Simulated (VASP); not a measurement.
Crystal: Si.

```
Si
1.0
     0.00000    1.67000    1.67000
     1.67000    0.00000    1.67000
     1.67000    1.67000    0.00000
Si
1
Direct
  0.00000 0.00000 0.00000
```

This isn't the form of Si at room conditions, which is diamond.

```yaml
Program: VASP 6.6.1
Task: relaxation of cell and atoms
Functional: PBE
Potentials_or_basis: VASP PAW PBE potentials, release 64 (Si)
Cutoff: 520 eV
k_mesh: 22 × 22 × 22
Occupations: gaussian, width 0.1 eV
Spin: no spin polarisation
```

At the start: pressure 94.4 GPa; volume 9.31 Å³/atom.

Task: Where does the relaxation end?

Result: Over 5 steps the energy falls by 1019.3 meV/atom and the volume is 14.46 Å³/atom (+55.2 %); space group Fm-3m (No. 225, to 0.05 Å).

The path:
```
step  energy change (eV)  largest force (eV/Å)  pressure (GPa)  volume (Å³)
   1              0.0000                0.0000           94.40         9.31
   2             -0.8006                0.0000          -12.78        18.85
   3             -1.0188                0.0000            0.99        14.29
   4             -1.0192                0.0000           -0.35        14.52
   5             -1.0193                0.0000           -0.01        14.46
```

Final structure:
```
CELL_PARAMETERS angstrom
0.00000 1.93360 1.93360
1.93360 0.00000 1.93360
1.93360 1.93360 0.00000
ATOMIC_POSITIONS crystal
Si 0.00000 0.00000 0.00000
```

Caveat: the volume moved by over 15 % at a fixed basis, so the end points are rough; the volume moved by +55 % from the deposited cell, more than functionals usually miss.
